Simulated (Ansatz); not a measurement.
**Structure search for Cd3HgTe4**

The calculation used DFT PBE, scalar-relativistic, plane waves, PAW in Ansatz. Settings: cutoff 420 eV, Γ-centred meshes spaced at most about 0.3 Å⁻¹, and about 0.25 Å⁻¹ or finer for metals (2π included), Gaussian smearing. No spin polarisation.

Energies over the elements count from the elements' standard structures at the same level, with no fitted energy shifts. The references include crystalline Hg.

Temperature and zero-point effects are left out. Larger cells and other orderings weren't all tried, so the list isn't exhaustive. Spin–orbit coupling, which can matter for Hg and Te, is left out. Kohn–Sham gaps at this level usually fall short of measured ones. The missing spin–orbit coupling can work the other way here. The reference form of Te is held partly by dispersion forces, which this level lacks.

Invented guesses were relaxed alike, and ends that match in structure were merged. ΔE counts from the first row. Coordination counts Te atoms around Cd and Hg (those within 1.25 times the shortest such distance or 1.15 times the sum of covalent radii). The ends were matched against large subsets of the Crystallography Open Database and the Materials Project, so a missing match doesn't prove that a structure is unreported.

| # | reached from | type and space group | atoms | Å³/atom | coordination | ΔE (meV/atom) | gap on mesh (eV) | in databases |
| --- | --- | --- | --- | --- | --- | --- | --- | --- |
| 1 | Cd and Hg ordered on zinc blende sites | P-4m2 (No. 115) | 8 | 36.4 | Cd 4, Hg 4 | 0 | 0.18 | no match |
| 2 | Cd and Hg ordered on zinc blende sites | P-43m (No. 215) | 8 | 36.4 | Cd 4, Hg 4 | 1 | 0.18 | no match |
| 3 | Cd and Hg ordered on rock salt sites | P4/mmm (No. 123) | 8 | 28.9 | Cd 6, Hg 6 | 172 | 0.00 | no match |

The first two are tied within the noise. The first: Space group P-4m2 (No. 115), tetragonal, a = 4.687 Å, c = 13.243 Å. Cd on a site of symmetry 2mm is surrounded by 4 Te at 2.87 Å; Cd on a site of symmetry -4m2 has 4 Te at 2.87 Å; around Hg lie 4 Te at 2.88 Å; Te on its first site has 2 Cd at 2.87 Å and 2 Hg at 2.88 Å; around Te on its second site lie 4 Cd at 2.87 Å. Its energy over the elements is −0.390 eV/atom. A negative formation energy is needed for stability but isn't enough: competing phases decide. An observed structure of this formula, if there is one, may be missing.

```xyz
8
Lattice="4.6874 0.0000 0.0000 0.0000 4.6874 0.0000 0.0000 0.0000 13.2426" Properties=species:S:1:pos:R:3 pbc="T T T"
Cd    0.0000    0.0000    9.9256
Cd    0.0000    0.0000    3.3170
Cd    2.3437    2.3437    6.6213
Hg    2.3437    2.3437    0.0000
Te    2.3437    0.0000   11.5736
Te    0.0000    2.3437    1.6690
Te    2.3437    0.0000    4.9697
Te    0.0000    2.3437    8.2730
```

The second: Space group P-43m (No. 215), cubic, a = 6.629 Å. Cd is surrounded by 4 Te at 2.87 Å; around Hg lie 4 Te at 2.88 Å; Te is surrounded by 3 Cd at 2.87 Å and 1 Hg at 2.88 Å. Counting Te atoms around Cd and Hg, the first and the second both have Cd 4, Hg 4. Cells relaxed within their symmetry can be saddle points.
